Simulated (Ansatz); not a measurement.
Moving the pressure in Al

The cell as given:

The structure is hexagonal, space group P6_3/mmc (No. 194). Conventional cell: a = 2.827 Å, b = 2.827 Å, c = 9.186 Å, α = 90.00°, β = 90.00°, γ = 120.00°. Around Al (site symmetry -6m2) lie 12 Al at 2.82 to 2.83 Å. Al (site symmetry -3m) has 12 Al at 2.82 to 2.83 Å as nearest neighbours.

This isn't the form of Al at room conditions, which is fcc.

Kept alike: task relaxation of cell and atoms; functional PBEsol; k mesh 11 × 11 × 3; occupations fermi-dirac, width 0.05 eV; no spin polarisation. Program: Ansatz, Ansatz PAW, cutoff 420 eV. The mesh is that of the run's cell of 4 atoms. No spin-orbit coupling.

| run | volume (Å³/atom) | first edge of the run's cell (Å) | third edge of the run's cell (Å) |
| --- | --- | --- | --- |
| A | 13.707 | 2.681 | 8.808 |
| B | 15.401 | 2.781 | 9.195 |
| C | 16.260 | 2.832 | 9.364 |
| D | 14.722 | 2.742 | 9.045 |
| E | 15.886 | 2.810 | 9.293 |

The relaxations keep at least the cell's symmetry (P6_3/mmc). For a metal such a mesh leaves the last digits unconverged. Runs of this series that gave no sound value for these columns are left out. The runs follow the start's structure, whether or not it is the stable one at these pressures. P is the pressure aimed at, which the runs meet within some hundredths to tenths of a GPa. All rows use potentials made for PBE.

The runs differ in the pressure alone: 0; 2; 5; 10; 20 GPa. Which run is which?

Run A is 20 GPa; run B is 5 GPa; run C is 0 GPa; run D is 10 GPa; run E is 2 GPa. The volume falls from 16.260 to 13.707 Å³/atom between 0 and 20 GPa. The volume falls ever more slowly, since the solid stiffens under load. At the pressures aimed at, which the runs meet within some tenths of a GPa, the step from 0 to 5 GPa gives a mean bulk modulus near 92 GPa, the last step 140 GPa. The first edge of the run's cell falls from 2.832 to 2.681 Å between 0 and 20 GPa. The third edge of the run's cell falls from 9.364 to 8.808 Å between 0 and 20 GPa.
